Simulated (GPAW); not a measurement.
Runs of GPAW 26.7.0 on SnTe. The structure is cubic, space group Fm-3m (No. 225). Conventional cell: a = 6.302 Å, b = 6.302 Å, c = 6.302 Å, α = 90.00°, β = 90.00°, γ = 90.00°. Te (site symmetry m-3m) is surrounded by 6 Sn at 3.15 Å. Around Sn (site symmetry m-3m) lie 6 Te at 3.15 Å. 

| potentials or basis | data set | pressure (GPa) |
| --- | --- | --- |
| GPAW PAW data sets (gpaw-data 1.2.1), pw | - | 1.9 |
| PAW data sets generated in the run's folder for this functional, pw | - | 1.9 |
| JTH PAW 2.0, PBE, pw | Sn jth, Te jth | 2.1 |
| GPAW PAW data sets (gpaw-data 1.2.1), other valence, pw | Te 16 | (a) |

Alike in all rows: task band structure; level PBE; no spin polarisation; cell as given; k mesh 7 × 7 × 7; cutoff (eV) 600; smearing fermi-dirac 0.05 eV.

Problem. Estimate the missing entries.

Solution. (a) 0.8.

Caveats: the program truncates these outside data sets (some runs).

The runs don't all hold the same shells in valence.
